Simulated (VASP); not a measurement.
Here is a VASP 6.6.1 calculation.

POSCAR

```
WC
1.0
    2.9065000000      0.0000000000      0.0000000000
   -1.4532500000      2.5171028400      0.0000000000
    0.0000000000      0.0000000000      2.8366000000
W C
1 1
Direct
    0.0000000000      0.0000000000      0.0000000000
    0.6666666700      0.3333333300      0.5000000000
```

Contents of INCAR.step1:

```
ALGO = Normal
EDIFF = 1E-8
EDIFFG = -0.002
ENCUT = 600
GGA = CA
IBRION = 2
ISIF = 3
ISMEAR = 0
LASPH = T
LCHARG = F
LREAL = F
LWAVE = F
NELM = 60
NSW = 40
PREC = Accurate
SIGMA = 0.1
```

The input INCAR.step2:

```
ALGO = Normal
EDIFF = 1E-8
ENCUT = 600
GGA = CA
IBRION = 8
ISIF = 2
ISMEAR = 0
LASPH = T
LCHARG = F
LREAL = F
LWAVE = F
NELM = 60
NSW = 1
PREC = Accurate
SIGMA = 0.1
```

The input KPOINTS:

```
k-points
0
Gamma
  18 18 14
```

Potentials or basis: VASP PAW LDA potentials, release 64 (W_sv, C).

Run with:

```sh
$ cat potpaw_LDA.64/W_sv/POTCAR potpaw_LDA.64/C/POTCAR > POTCAR
$ cp INCAR.step1 INCAR
$ mpirun -np 1 vasp_std > vasp.out
$ cp CONTCAR POSCAR
$ cp INCAR.step2 INCAR
$ mpirun -np 1 vasp_std > vasp.out
```

Question: Predict the highest phonon frequency at Γ, LO-TO splitting left out.

Answer: 627 cm⁻¹.

Question: Estimate the relaxed cell.

Answer: a = 2.889 Å, b = 2.889 Å, c = 2.818 Å, α = 90.00°, β = 90.00°, γ = 120.00°.

Question: Estimate the relaxed volume.

Answer: 10.19 Å³/atom.

Phonon frequencies in cm⁻¹ (negative: imaginary):
| q point | frequencies |
| --- | --- |
| (0.000, 0.000, 0.000) | 0 0 0 599 627 627 |

Spin-orbit coupling is left out, which matters for the levels of W.
